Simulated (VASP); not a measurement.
A run of VASP 6.6.1:

File INCAR:

```
SYSTEM = GaP
ALGO = Fast ; EDIFF = 1E-7
ENCUT = 520 ; GGA = PS
ISIF = 2 ; ISMEAR = 0
LASPH = .TRUE. ; LCHARG = .FALSE.
LREAL = .FALSE. ; LWAVE = .FALSE.
NBANDS = 26 ; NELM = 100
PREC = Accurate ; SIGMA = 0.05
```

File KPOINTS:

```
k-points
0
G
  9 9 9
  0 0 0
```

File POSCAR:

```
GaP
1.0
    1.7875739614      1.0320563078      6.4308101003
   -1.7875739614      1.0320563078      6.4308101003
    0.0000000000     -2.0641126157      6.4308101003
Ga P
2 2
Direct
    0.4353720000      0.4353720000      0.4353720000
    0.5646280000      0.5646280000      0.5646280000
    0.0573890000      0.0573890000      0.0573890000
    0.9426110000      0.9426110000      0.9426110000
```

Potentials or basis: VASP PAW PBE potentials, release 64 (Ga_d, P).

Run with:

```sh
$ cat potpaw_PBE.64/Ga_d/POTCAR potpaw_PBE.64/P/POTCAR > POTCAR
$ mpirun -np 1 vasp_std > vasp.out
```

Hardware: 1 thread of Intel(R) Xeon(R) 6975P-C (Granite Rapids), with other jobs on the host.

Q: Estimate the wall time of this run.

A: Wall time 7.8 min on 1 thread of Intel(R) Xeon(R) 6975P-C (Granite Rapids), with other jobs on the host, peak memory 0.41 GiB. Counts: scf iterations 15, k points 85.
